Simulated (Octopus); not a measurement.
Crystal: ZnO (zincite).

```
Zn O
1.0
     3.24931    0.00000    0.00000
    -1.62465    2.81398    0.00000
     0.00000    0.00000    5.20571
Zn O
2 2
Cartesian
  1.6247 0.9380 0.0000
  0.0000 1.8760 2.6029
  0.0000 1.8760 4.5759
  1.6247 0.9380 1.9730
```

Base run:

```yaml
Program: Octopus 16.4
Functional: PBE
Potentials_or_basis: pseudodojo_pbe (PseudoDojo 0.5, PBE)
Grid_spacing: 0.125 × 0.125 × 0.124 Å
k_mesh: 9 × 9 × 5
Occupations: fermi-dirac, width 0.05 eV
Spin: no spin polarisation
```

Its results: band gap on the k mesh 0.87 eV, direct; largest force 0.075 eV/Å.

Task: The run is repeated on the same cell with these changes: functional from PBE to PBEsol; potentials or basis from pseudodojo_pbe (PseudoDojo 0.5, PBE) to pseudodojo_pbesol (PseudoDojo 0.4, PBEsol). What comes out?

Result: Band gap on the k mesh 0.76 eV, direct; largest force 0.062 eV/Å.

Caveats: an odd mesh through Γ misses points on the zone boundary, where band edges often lie.

Not every run made on this cell is shown here.
